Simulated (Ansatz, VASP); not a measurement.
## One calculation of ZnS, two programs

The input INCAR:

```
PREC     = Accurate       # precision mode
ENCUT    = 520            # plane-wave cutoff, eV
EDIFF    = 1E-6           # SCF threshold, eV
ISMEAR   = 0              # smearing method
SIGMA    = 0.05           # smearing width, eV
LREAL    = False          # projectors in reciprocal space
LASPH    = True           # aspherical terms in the spheres
NELM     = 80             # most SCF steps
ALGO     = Normal         # electronic algorithm
ISIF     = 2              # what is computed and relaxed
LWAVE    = False          # write WAVECAR
LCHARG   = False          # write CHGCAR
GGA      = PE             # functional
NBANDS   = 26             # bands
```

KPOINTS

```
regular mesh
0
Gamma
  6 6 4
```

The input POSCAR:

```
ZnS
1.0
    3.9704355774      0.0613104425     -0.0710405929
   -1.9321213880      3.2496550867      0.1658715919
   -0.1164830149      0.2467974941      6.1951054870
Zn S
2 2
Direct
    0.3311368994      0.6676137826      0.0049114474
    0.6704392566      0.3380069587      0.5039732153
    0.3315272085      0.6621913448      0.3813948260
    0.6668966355      0.3321879138      0.8797205114
```

Input for Ansatz:

```yaml
crystal:
  lattice:
    - [3.9704355774, 0.0613104425, -0.0710405929]
    - [-1.932121388, 3.2496550867, 0.1658715919]
    - [-0.1164830149, 0.2467974941, 6.195105487]
  atoms:
    - { symbol: Zn, position: [0.3311368994, 0.6676137826, 0.0049114474] }
    - { symbol: Zn, position: [0.6704392566, 0.3380069587, 0.5039732153] }
    - { symbol: S, position: [0.3315272085, 0.6621913448, 0.381394826] }
    - { symbol: S, position: [0.6668966355, 0.3321879138, 0.8797205114] }
basis:
  ecutwfc: 420
kpoints:
  mp_grid: { grid: [6, 6, 4] }
hamiltonian:
  xc: pbe
scf:
  occupations: { method: gaussian, width: 0.05 }
output:
  forces: true
  stress: true
  eigenvalues: true
```

Change from the starting cell: cell sheared at random, sigma 0.03, atoms nudged by 0.01 Å.

Alike in both runs: task single point; functional PBE; k mesh 6 × 6 × 4; occupations gaussian, width 0.05 eV; no spin polarisation.

```csv
,VASP,Ansatz
version,VASP 6.6.1,Ansatz 0.2.0
potentials or method,"VASP PAW PBE potentials, release 64 (Zn, S)","scalar-relativistic, plane waves, PAW"
plane-wave cutoff (eV),520,420
valence electrons in the cell,36,36
```

VASP gave:

- gap on the k mesh at the Fermi level (eV): 1.86
- least direct gap on the mesh (eV): 1.86
- pressure (GPa): 0.8
- largest component of the traceless stress (GPa): 3.18
- rms of the force components (eV/Å): 0.291

Q: What did Ansatz give for the same quantities?

A: gap on the k mesh at the Fermi level (eV): 1.85; least direct gap on the mesh (eV): 1.85; pressure (GPa): 0.6; largest component of the traceless stress (GPa): 3.16; rms of the force components (eV/Å): 0.287.

Atom by atom the forces differ by 0.004 eV/Å (rms over components).
